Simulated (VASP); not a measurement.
Input of a VASP 6.6.1 run:

File INCAR:

```
SYSTEM = C3N4
ALGO = Normal ; EDIFF = 1E-7
ENCUT = 520 ; GGA = PS
ISIF = 2 ; ISMEAR = 0
LASPH = .True. ; LCHARG = .False.
LREAL = .False. ; LWAVE = .False.
NBANDS = 25 ; NELM = 100
PREC = Accurate ; SIGMA = 0.01
```

File KPOINTS:

```
k-points
0
Gamma
  5 5 5
  0 0 0
```

POSCAR

```
C3N4
1.0
    3.4567650000      0.0000000000      0.0000000000
    0.0000000000      3.4567650000      0.0000000000
    0.0000000000      0.0000000000      3.4567650000
C N
3 4
Direct
    0.0000000000      0.0000000000      0.5000000000
    0.5000000000      0.0000000000      0.0000000000
    0.0000000000      0.5000000000      0.0000000000
    0.2456869993      0.2456869993      0.7543130007
    0.7543130007      0.7543130007      0.7543130007
    0.2456869993      0.7543130007      0.2456869993
    0.7543130007      0.2456869993      0.2456869993
```

Potentials or basis: VASP PAW PBE potentials, release 64 (C, N).

Run with:

```bash
$ cat potpaw_PBE.64/C/POTCAR potpaw_PBE.64/N/POTCAR > POTCAR
$ mpirun -np 1 vasp_std > vasp.out
```

**Question.** Estimate the band gap on the k mesh.

**Answer.** 2.37 eV, direct.

**Question.** What does it give for the largest force?

**Answer.** 0.048 eV/Å.

Forces in eV/Å, atoms in the order of the input:
```
C    0.000  0.000  0.000
C    0.000  0.000  0.000
C    0.000  0.000  0.000
N   -0.028 -0.028  0.028
N    0.028  0.028  0.028
N   -0.028  0.028 -0.028
N    0.028 -0.028 -0.028
```

Caveat: the PAW data sets were made with another functional, which shifts forces and pressure a little; an odd mesh through Γ misses points on the zone boundary, where band edges often lie. Expect the measured gap to be larger: semilocal functionals such as PBEsol lack the derivative discontinuity.
